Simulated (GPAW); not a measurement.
# CoSi (P2_13) in GPAW: settings compared

The runs below take CoSi through band structure, equation of state, single point, optical spectrum, energy-loss spectrum, with LDA, PBE, LDA+U.

Program: GPAW 26.7.0. These are calculated values, not measurements. Logs are shortened: lines on timing, memory, paths and dates and some standing lists are left out, and cuts for length are marked. The log counts tension as positive stress, the text compression.

## (1) Starting point

The structure is cubic, space group P2_13 (No. 198). The conventional cell has a = 4.438 Å, b = 4.438 Å, c = 4.438 Å, α = 90.00°, β = 90.00°, γ = 90.00°. Co (site symmetry 3) has 7 Si at 2.28 to 2.47 Å as nearest neighbours. Around Si (site symmetry 3) lie 7 Co at 2.28 to 2.47 Å.

## (2) Band structure, LDA, collinear spin, ferromagnetic start

Contents of run.py:

```python
from ase.dft.bandgap import bandgap
from ase.io import write
from ase.spacegroup import crystal
from ase.units import GPa
from gpaw import GPAW, PW, setup_paths

setup_paths.insert(0, '.')

# Co 4a
# Si 4a
atoms = crystal(['Co', 'Si'],
                basis=[[0.86, 0.64, 0.36],
                       [0.157, 0.343, 0.657]],
                spacegroup=198, setting=1,  # P2_13
                cellpar=[4.438, 4.438, 4.438, 90.0, 90.0, 90.0],
                primitive_cell=True)
atoms.set_initial_magnetic_moments([2.0, 2.0, 2.0, 2.0, 0.0, 0.0, 0.0, 0.0])

calc = GPAW(mode=PW(600),
            xc='LDA',
            kpts={'size': (4, 4, 4), 'gamma': True},
            occupations={'name': 'fermi-dirac', 'width': 0.05},
            nbands=51,
            convergence={'density': 1e-05, 'energy': 1e-05},
            maxiter=150,
            txt='gpaw.txt')
atoms.calc = calc
energy = atoms.get_potential_energy()
forces = atoms.get_forces()
stress = atoms.get_stress()
calc.write('gs.gpw')
write('result.traj', atoms)
print(f'Energy: {energy:.6f} eV')
print('Forces (eV/A):')
print(forces.round(4))
print('Stress (GPa):', (stress / GPa).round(3))
print('Moments:', calc.get_magnetic_moments().round(3))
print('Fermi level:', round(calc.get_fermi_level(), 4), 'eV')
print(f'Gap: {bandgap(calc)[0]:.4f} eV, direct: {bandgap(calc, direct=True)[0]:.4f} eV')

path = atoms.cell.bandpath('GXMGRX,MR', npoints=60, eps=1e-4)
bs_calc = calc.fixed_density(kpts=path, symmetry='off', nbands=73,
                             convergence={'bands': 'CBM+6.0', 'eigenstates': 1e-6}, txt='bands.txt')
bs = bs_calc.band_structure()
bs.write('bs.json')
print(f'Gap on the path: {bandgap(bs_calc)[0]:.4f} eV')
```

Potentials or basis: PAW data sets generated in the run's folder for this functional, pw.

The run is started by

```console
gpaw-setup -f LDA Co Si
OMP_NUM_THREADS=1 python run.py
```

gpaw.txt:

```text
__  _  _
 | _ |_)|_||  |
 |__||  | ||/\| - 26.7.0

Input parameters:
  mode=PW(ecut=600.0),
  convergence={'density': 1e-05, 'energy': 1e-05},
  kpts=MonkhorstPack(size=(4, 4, 4), gamma=True),
  maxiter=150,
  nbands=51,
  occupations=Occupations(name='fermi-dirac', width=0.05),
  xc=XC(name='LDA')

Diagonalizing LCAO Hamiltonian
Converting LCAO to pw mode
    .----------.
   /|        Si|
  / |   Co     |
 *  |    Co    |
 |  Si      Co |
 |  .--Si------.
 | /     Si   /
 |/Co        /
 *----------*

Atoms  # Å, Bohr magnetons
|   | symbol |        x |        y |        z |    initial magnetic moments |
|---|--------|----------|----------|----------|-----------------------------|
| 0 |     Co | 3.816680 | 2.840320 | 1.597680 | ( 0.0000,  0.0000,  2.0000) |
| 1 |     Co | 2.840320 | 1.597680 | 3.816680 | ( 0.0000,  0.0000,  2.0000) |
| 2 |     Co | 0.621320 | 0.621320 | 0.621320 | ( 0.0000,  0.0000,  2.0000) |
| 3 |     Co | 1.597680 | 3.816680 | 2.840320 | ( 0.0000,  0.0000,  2.0000) |
| 4 |     Si | 0.696766 | 1.522234 | 2.915766 | ( 0.0000,  0.0000,  0.0000) |
| 5 |     Si | 1.522234 | 2.915766 | 0.696766 | ( 0.0000,  0.0000,  0.0000) |
| 6 |     Si | 3.741234 | 3.741234 | 3.741234 | ( 0.0000,  0.0000,  0.0000) |
| 7 |     Si | 2.915766 | 0.696766 | 1.522234 | ( 0.0000,  0.0000,  0.0000) |

Unit cell  # Å
| periodic |        x |        y |        z |  lengths |    angles |
|----------|----------|----------|----------|----------|-----------|
|      yes | 4.438000 | 0.000000 | 0.000000 | 4.438000 | 90.000000 |
|      yes | 0.000000 | 4.438000 | 0.000000 | 4.438000 | 90.000000 |
|      yes | 0.000000 | 0.000000 | 4.438000 | 4.438000 | 90.000000 |

Number of symmetries: 3
Symmetry operations  # r_c * U_cc + t_c -> r_c
|   | kind |            matrix            |
|---|------|------------------------------|
| 0 |  E   |  1, 0, 0,  0, 1, 0,  0, 0, 1 |
| 1 |  C3  |  0, 1, 0,  0, 0, 1,  1, 0, 0 |
| 2 |  C3  |  0, 0, 1,  1, 0, 0,  0, 1, 0 |

BZ-sampling:
  Number of BZ points: 64
  Number of IBZ points: 14

  Monkhorst-Pack size: [4, 4, 4]
  Monkhorst-Pack shift: [0.125, 0.125, 0.125]

K-points  # in reciprocal-cell coordinates
|     |                                coordinates |     weight |
|-----|--------------------------------------------|------------|
|   0 | (  0.00000000,   0.00000000,   0.00000000) | 0.01562500 |
|   1 | (  0.25000000,   0.00000000,  -0.25000000) | 0.09375000 |
|   2 | (  0.25000000,   0.00000000,   0.00000000) | 0.09375000 |
|   3 | (  0.25000000,   0.25000000,  -0.25000000) | 0.09375000 |
|   4 | (  0.25000000,   0.25000000,   0.00000000) | 0.09375000 |
|   5 | (  0.25000000,   0.25000000,   0.25000000) | 0.03125000 |
|   6 | (  0.50000000,   0.00000000,   0.00000000) | 0.04687500 |
|   7 | (  0.50000000,   0.00000000,   0.25000000) | 0.09375000 |
|   8 | (  0.50000000,   0.25000000,  -0.25000000) | 0.09375000 |
|   9 | (  0.50000000,   0.25000000,   0.00000000) | 0.09375000 |
| ... |                                            |            |
|  13 | (  0.50000000,   0.50000000,   0.50000000) | 0.01562500 |

Plane wave coefficients: 2968
Cutoff: 600.0 eV

Spin-components: 2 (collinear spins)
Bands:           51
Projectors:      44
Spin-degeneracy: 1
Datatype:        complex128

Density:
  Valence electrons: 52.0
  Components: 2
  Grid points: [27 27 27]
  Charge: 0.0  # |e|

Potential:
  Grid points: [27 27 27]

species:
  Co:
    name:    Cobalt
    Z:       27.0
    valence: 9
    core:    18
    charge:  0.0  # [|e|]
    compensation charges:
      type: gauss
      rc: 0.32  # [Å]
      lmax: 2
    cutoffs:
      filter: 1.87  # [Å]
      core: 2.55  # [Å]
    projectors
    | kind |    occ | energy [eV] | rcut [Å] |
    |------|--------|-------------|----------|
    |   4s |  2.000 |      -5.672 |    1.005 |
    |   4p |  0.000 |      -1.387 |    1.058 |
    |   3d |  7.000 |      -8.461 |    1.005 |
    |    s |        |      21.539 |    1.005 |
    |    p |        |      25.825 |    1.058 |
    |    d |        |      18.750 |    1.005 |

    Using partial waves for Co as LCAO basis

  Si:
    name:    Silicon
    Z:       14.0
    valence: 4
    core:    10
    charge:  0.0  # [|e|]
    compensation charges:
      type: gauss
      rc: 0.33  # [Å]
      lmax: 2
    cutoffs:
      filter: 1.86  # [Å]
      core: 2.06  # [Å]
    projectors
    | kind |    occ | energy [eV] | rcut [Å] |
    |------|--------|-------------|----------|
    |   3s |  2.000 |     -10.878 |    1.058 |
    |   3p |  2.000 |      -4.162 |    1.058 |
    |    s |        |      16.334 |    1.058 |
    |    p |        |      23.049 |    1.058 |
    |    d |        |       0.000 |    1.058 |

    Using partial waves for Si as LCAO basis

Reference energy: -182787.919596  # eV

eigensolver:
  PPCG
  Converge bands: occupied
  niter=2

density mixing:
  MSR1-Mixer
  Pratt-step length: 0.05
  Maximum mixing coefficient: 0.75
  Old densities: 10
  SVD Regularization: 0.005
  Good broyden scale: 1.0
  Trust region scale: 1.0
  Backstep threshold: 4.0
  History deletion threshold: 6.0
  Fourier metric: weight=20.0, sigma=0.015

occupation numbers:
  Fermi-Dirac:
    width: 0.0500  # eV

poisson solver:
  ecut: 4800.0  # eV

xc functional:
  name: None

convergence criteria:
- Maximum integral of absolute [dens]ity change: 1e-05 electrons / valence electron
- Maximum [total energy] change in last 3 cyles: 1e-05 eV / valence electron
- Maximum integral of absolute [eigenst]ate change: 4e-08 eV^2 / valence electron
maximum number of iterations: 150

SCF iterations
|iter     | |      energy | eigst |  dens |  magmom |
|---------|-|-------------|-------|-------|---------|
|iter:   1| |  -65.642976 | +0.84 |       |  +8.0150|
|iter:   2| |  -65.978758 | -0.91 | -0.69 |  +7.7140|
|iter:   3| |  -66.225130 | -2.06 | -0.78 |  +6.3260|
|iter:   4| |  -66.689563 | -1.57 | -0.88 |  +3.6576|
|iter:   5| |  -67.229040 | -2.17 | -1.20 |  +0.9920|
|iter:   6| |  -69.078483 | -1.62 | -1.44 |  +0.1292|
|iter:   7| |  -67.325743 | -1.53 | -1.04 |  -0.3679|
|iter:   8| |  -67.338158 | -3.15 | -1.65 |  -0.2644|
|iter:   9| |  -67.346238 | -3.58 | -1.98 |  -0.0960|
|iter:  10| |  -67.346038 | -4.61 | -2.48 |  -0.0249|
|iter:  11| |  -67.345999c| -5.45 | -3.01 |  -0.0083|
|iter:  12| |  -67.345999c| -6.24 | -3.58 |  -0.0013|
|iter:  13| |  -67.345999c| -7.02 | -4.26 |  -0.0005|
|iter:  14| |  -67.345999c| -7.56c| -4.47 |  -0.0002|
|iter:  15| |  -67.345999c| -7.79c| -4.86 |  +0.0002|
|iter:  16| |  -67.345999c| -8.14c| -5.02c|  +0.0001|

Converged in 16 steps
Energy contributions relative to reference atoms: (reference = -182787.919596)

Energy contributions:
  Kinetic:          65.107325
  Coulomb:         -47.175643
  Zero:             -0.280271
  External:          0.000000
  Xc:              -84.989890
  Entropy:          -0.015040
  Spinorbit:         0.000000
  ----------------------------
  Free energy:     -67.353519
  Extrapolated:    -67.345999

dipole moment: (-0.000020, -0.000020, -0.000020)  # |e|*Ang

Total magnetic moment: (0.000000, 0.000000, 0.000097)

Local magnetic moments
|        x |        y |         z |
|----------|----------|-----------|
| 0.000000 | 0.000000 |  0.000010 |  # Co   0
| 0.000000 | 0.000000 |  0.000010 |  # Co   1
| 0.000000 | 0.000000 | -0.000036 |  # Co   2
| 0.000000 | 0.000000 |  0.000010 |  # Co   3
| 0.000000 | 0.000000 |  0.000010 |  # Si   4
| 0.000000 | 0.000000 |  0.000010 |  # Si   5
| 0.000000 | 0.000000 |  0.000009 |  # Si   6
| 0.000000 | 0.000000 |  0.000010 |  # Si   7

Fermi level: 11.494
Eigenvalues  # (at kpt = [0.000, 0.000, 0.000])
| band index |      eig [eV] | occ [0-1] |      eig [eV] | occ [0-1] |
|------------|---------------|-----------|---------------|-----------|
|          0 |        -2.181 |     1.000 |        -2.181 |     1.000 |
|        ... |               |           |               |           |
|         19 |        10.562 |     1.000 |        10.562 |     1.000 |
|         20 |        10.562 |     1.000 |        10.562 |     1.000 |
|         21 |        10.562 |     1.000 |        10.562 |     1.000 |
|         22 |        10.698 |     1.000 |        10.698 |     1.000 |
|         23 |        10.698 |     1.000 |        10.698 |     1.000 |
|         24 |        11.457 |     0.674 |        11.457 |     0.674 |
[... 8 lines left out ...]
|         33 |        15.023 |     0.000 |        15.023 |     0.000 |
|         34 |        15.023 |     0.000 |        15.023 |     0.000 |
|        ... |               |           |               |           |
|         50 |        28.555 |     0.000 |        28.556 |     0.000 |

No gap
No difference between direct/indirect transitions

Forces  # eV/Ang
|        x |        y |        z |
|----------|----------|----------|
| -0.10211 |  0.10216 | -0.10221 |  # Co   0
|  0.10216 | -0.10221 | -0.10211 |  # Co   1
|  0.10212 |  0.10212 |  0.10212 |  # Co   2
| -0.10221 | -0.10211 |  0.10216 |  # Co   3
|  0.06922 | -0.06929 |  0.06925 |  # Si   4
| -0.06929 |  0.06925 |  0.06922 |  # Si   5
| -0.06921 | -0.06921 | -0.06921 |  # Si   6
|  0.06925 |  0.06922 | -0.06929 |  # Si   7

Stress tensor  # eV/Ang^3
|        x |        y |        z |
|----------|----------|----------|
| 0.072935 | 0.000000 | 0.000000 |
| 0.000000 | 0.072935 | 0.000000 |
| 0.000000 | 0.000000 | 0.072935 |

# Writing to gs.gpw (mode='')
```

Run time: 5.1 min. Hardware: 1 thread of AMD EPYC 9R45 (Zen 5), shared host; peak memory 0.78 GiB.

Results:

```
Free energy             : -67.3535 eV
Pressure                : -11.7 GPa
Largest force           : 0.177 eV/Å
Band gap along the path : none (metal or under the smearing width)
Net moment              : 0.00 μB per cell
```

Forces on the atoms (eV/Å):
```
Co  -0.102  0.102 -0.102
Co   0.102 -0.102 -0.102
Co   0.102  0.102  0.102
Co  -0.102 -0.102  0.102
Si   0.069 -0.069  0.069
Si  -0.069  0.069  0.069
Si  -0.069 -0.069 -0.069
Si   0.069  0.069 -0.069
```

Levels at the corners of the path, in eV from the Fermi level:
Spin up:
| point | band 22 | band 23 | band 24 | band 25 | band 26 | band 27 | band 28 | band 29 | band 30 | band 31 |
| --- | --- | --- | --- | --- | --- | --- | --- | --- | --- | --- |
| Γ | -0.93 | -0.80 | -0.80 | -0.04 | -0.04 | -0.04 | 2.45 | 2.45 | 2.45 | 2.91 |
| X | -1.07 | -0.70 | -0.70 | -0.50 | -0.50 | 0.97 | 0.97 | 1.44 | 1.44 | 4.29 |
| M | -1.56 | -1.04 | -1.04 | -0.06 | -0.06 | 0.54 | 0.54 | 1.96 | 1.96 | 2.46 |
| Γ | -0.93 | -0.80 | -0.80 | -0.04 | -0.04 | -0.04 | 2.45 | 2.45 | 2.45 | 2.91 |
| R | -1.25 | -1.25 | -1.25 | -0.25 | -0.25 | -0.25 | -0.25 | 5.27 | 5.27 | 5.27 |
| X | -1.07 | -0.70 | -0.70 | -0.50 | -0.50 | 0.97 | 0.97 | 1.44 | 1.44 | 4.29 |
| M | -1.56 | -1.04 | -1.04 | -0.06 | -0.06 | 0.54 | 0.54 | 1.96 | 1.96 | 2.46 |
| R | -1.25 | -1.25 | -1.25 | -0.25 | -0.25 | -0.25 | -0.25 | 5.27 | 5.27 | 5.27 |
Spin down:
| point | band 22 | band 23 | band 24 | band 25 | band 26 | band 27 | band 28 | band 29 | band 30 | band 31 |
| --- | --- | --- | --- | --- | --- | --- | --- | --- | --- | --- |
| Γ | -0.93 | -0.80 | -0.80 | -0.04 | -0.04 | -0.04 | 2.45 | 2.45 | 2.45 | 2.91 |
| X | -1.07 | -0.70 | -0.70 | -0.50 | -0.50 | 0.97 | 0.97 | 1.44 | 1.44 | 4.29 |
| M | -1.56 | -1.04 | -1.04 | -0.06 | -0.06 | 0.54 | 0.54 | 1.96 | 1.96 | 2.46 |
| Γ | -0.93 | -0.80 | -0.80 | -0.04 | -0.04 | -0.04 | 2.45 | 2.45 | 2.45 | 2.91 |
| R | -1.25 | -1.25 | -1.25 | -0.25 | -0.25 | -0.25 | -0.25 | 5.27 | 5.27 | 5.27 |
| X | -1.07 | -0.70 | -0.70 | -0.50 | -0.50 | 0.97 | 0.97 | 1.44 | 1.44 | 4.29 |
| M | -1.56 | -1.04 | -1.04 | -0.06 | -0.06 | 0.54 | 0.54 | 1.96 | 1.96 | 2.46 |
| R | -1.25 | -1.25 | -1.25 | -0.25 | -0.25 | -0.25 | -0.25 | 5.27 | 5.27 | 5.27 |

Caveat: the starting moments collapsed, and a magnetic state may lie lower.

## (3) Equation of state, PBE, collinear spin, ferromagnetic start

Contents of run.py:

```python
from ase.eos import EquationOfState
from ase.io import Trajectory, read
from ase.units import GPa
from gpaw import GPAW, PW

atoms = read('CoSi.xyz')
atoms.set_initial_magnetic_moments([2.0, 2.0, 2.0, 2.0, 0.0, 0.0, 0.0, 0.0])

traj = Trajectory('eos.traj', 'w')
volumes, energies = [], []
for x in [0.94, 0.96, 0.98, 1.0, 1.02, 1.04, 1.06]:
    a = atoms.copy()
    a.set_cell(atoms.cell * x**(1 / 3), scale_atoms=True)
    calc = GPAW(mode=PW(600),
                xc='PBE',
                kpts={'size': (4, 4, 4), 'gamma': True},
                occupations={'name': 'fermi-dirac', 'width': 0.05},
                nbands=51,
                convergence={'density': 1e-05, 'energy': 1e-05},
                maxiter=150,
                txt=f'eos-{x:.2f}.txt')
    a.calc = calc
    energies.append(a.get_potential_energy(force_consistent=True))
    volumes.append(a.get_volume())
    p = -a.get_stress()[:3].mean() / GPa
    calc.write(f'eos-{x:.2f}.gpw')
    traj.write(a)
    print(f'{x:.2f} {volumes[-1]:10.4f} A^3 {energies[-1]:14.6f} eV {p:9.3f} GPa', flush=True)

v0, e0, B = EquationOfState(volumes, energies, eos='birchmurnaghan').fit()
print(f'V0 = {v0:.4f} A^3, E0 = {e0:.6f} eV, B0 = {B / GPa:.2f} GPa')
```

Contents of CoSi.xyz:

```xyz
8
Lattice="4.4380000000 0.0000000000 0.0000000000 0.0000000000 4.4380000000 0.0000000000 0.0000000000 0.0000000000 4.4380000000" Properties=species:S:1:pos:R:3 pbc="T T T"
Co     3.8166800000      2.8403200000      1.5976800000
Co     2.8403200000      1.5976800000      3.8166800000
Co     1.5976800000      3.8166800000      2.8403200000
Co     0.6213200000      0.6213200000      0.6213200000
Si     0.6967660000      1.5222340000      2.9157660000
Si     1.5222340000      2.9157660000      0.6967660000
Si     2.9157660000      0.6967660000      1.5222340000
Si     3.7412340000      3.7412340000      3.7412340000
```

Potentials or basis: GPAW PAW data sets (gpaw-data 1.2.1), pw.

The run is started by

```console
OMP_NUM_THREADS=1 python run.py
```

Log:

```text
__  _  _
 | _ |_)|_||  |
 |__||  | ||/\| - 26.7.0

Input parameters:
  mode=PW(ecut=600.0),
  convergence={'density': 1e-05, 'energy': 1e-05},
  kpts=MonkhorstPack(size=(4, 4, 4), gamma=True),
  maxiter=150,
  nbands=51,
  occupations=Occupations(name='fermi-dirac', width=0.05),
  xc=XC(name='PBE')

Diagonalizing LCAO Hamiltonian
Converting LCAO to pw mode
    .----------.
   /|        Si|
  / |   Co     |
 *  |    Co    |
 |  Si      Co |
 |  .--Si------.
 | /     Si   /
 |/Co        /
 *----------*

Atoms  # Å, Bohr magnetons
|   | symbol |        x |        y |        z |    initial magnetic moments |
|---|--------|----------|----------|----------|-----------------------------|
[... 193 lines left out ...]

Total magnetic moment: (0.000000, 0.000000, -0.000018)

Local magnetic moments
|        x |        y |         z |
|----------|----------|-----------|
| 0.000000 | 0.000000 |  0.000001 |  # Co   0
| 0.000000 | 0.000000 |  0.000001 |  # Co   1
| 0.000000 | 0.000000 |  0.000001 |  # Co   2
| 0.000000 | 0.000000 |  0.000013 |  # Co   3
| 0.000000 | 0.000000 | -0.000002 |  # Si   4
| 0.000000 | 0.000000 | -0.000002 |  # Si   5
| 0.000000 | 0.000000 | -0.000002 |  # Si   6
| 0.000000 | 0.000000 | -0.000001 |  # Si   7

Fermi level: 12.451
Eigenvalues  # (at kpt = [0.000, 0.000, 0.000])
| band index |      eig [eV] | occ [0-1] |      eig [eV] | occ [0-1] |
|------------|---------------|-----------|---------------|-----------|
|          0 |        -1.654 |     1.000 |        -1.654 |     1.000 |
|        ... |               |           |               |           |
|         19 |        11.461 |     1.000 |        11.461 |     1.000 |
|         20 |        11.461 |     1.000 |        11.461 |     1.000 |
|         21 |        11.461 |     1.000 |        11.461 |     1.000 |
|         22 |        11.607 |     1.000 |        11.607 |     1.000 |
|         23 |        11.607 |     1.000 |        11.607 |     1.000 |
|         24 |        12.422 |     0.644 |        12.422 |     0.644 |
[... 8 lines left out ...]
|         33 |        16.104 |     0.000 |        16.104 |     0.000 |
|         34 |        16.104 |     0.000 |        16.104 |     0.000 |
|        ... |               |           |               |           |
|         50 |        29.915 |     0.000 |        29.915 |     0.000 |

No gap
No difference between direct/indirect transitions

Stress tensor  # eV/Ang^3
|         x |         y |         z |
|-----------|-----------|-----------|
| -0.069528 |  0.000000 |  0.000000 |
|  0.000000 | -0.069528 |  0.000000 |
|  0.000000 |  0.000000 | -0.069528 |

# Writing to eos-0.96.gpw (mode='')
```

stdout:

```text
0.94    82.1655 A^3     -59.116992 eV    17.245 GPa
0.96    83.9137 A^3     -59.279367 eV    11.140 GPa
0.98    85.6620 A^3     -59.379602 eV     5.694 GPa
1.00    87.4102 A^3     -59.424074 eV     0.830 GPa
1.02    89.1584 A^3     -59.416528 eV    -3.537 GPa
1.04    90.9066 A^3     -59.364588 eV    -7.426 GPa
1.06    92.6548 A^3     -59.271616 eV   -10.913 GPa
V0 = 88.0339 A^3, E0 = -59.426688 eV, B0 = 224.49 GPa
```

eos-0.98.txt:

```text
SCF iterations
|iter     | |      energy | eigst |  dens |  magmom |
|---------|-|-------------|-------|-------|---------|
|iter:   1| |  -57.286995 | +0.71 |       |  +8.0162|
|iter:   2| |  -57.798570 | -1.17 | -0.72 |  +7.7311|
|iter:   3| |  -58.145529 | -2.29 | -0.80 |  +6.4075|
|iter:   4| |  -58.669664 | -1.80 | -0.89 |  +3.7828|
|iter:   5| |  -59.203660 | -2.32 | -1.21 |  +1.3416|
[... 67 lines left out ...]
|         50 |        29.392 |     0.000 |        29.392 |     0.000 |

No gap
No difference between direct/indirect transitions

Stress tensor  # eV/Ang^3
|         x |         y |         z |
|-----------|-----------|-----------|
| -0.035540 |  0.000000 |  0.000000 |
|  0.000000 | -0.035540 |  0.000000 |
|  0.000000 |  0.000000 | -0.035540 |

# Writing to eos-0.98.gpw (mode='')
```

It took 8.4 min on 1 thread of AMD EPYC 9R45 (Zen 5), shared host; peak memory 0.56 GiB.

Results:

```
Equilibrium volume                        : 11.00 Å³/atom
Bulk modulus at fixed shape and positions : 224 GPa
Pressure derivative of the bulk modulus   : 4.3
```

Energy against volume, from the lowest point:
```
volume (Å³/atom)  energy (meV/atom)
          10.271              38.39
          10.489              18.09
          10.708               5.56
          10.926               0.00
          11.145               0.94
          11.363               7.44
          11.582              19.06
```

Caveat: the cell was scaled at fixed shape and fractional positions, which overstates the stiffness of a crystal with free parameters, most of all of layers and chains.

[end of part 1 of 3]
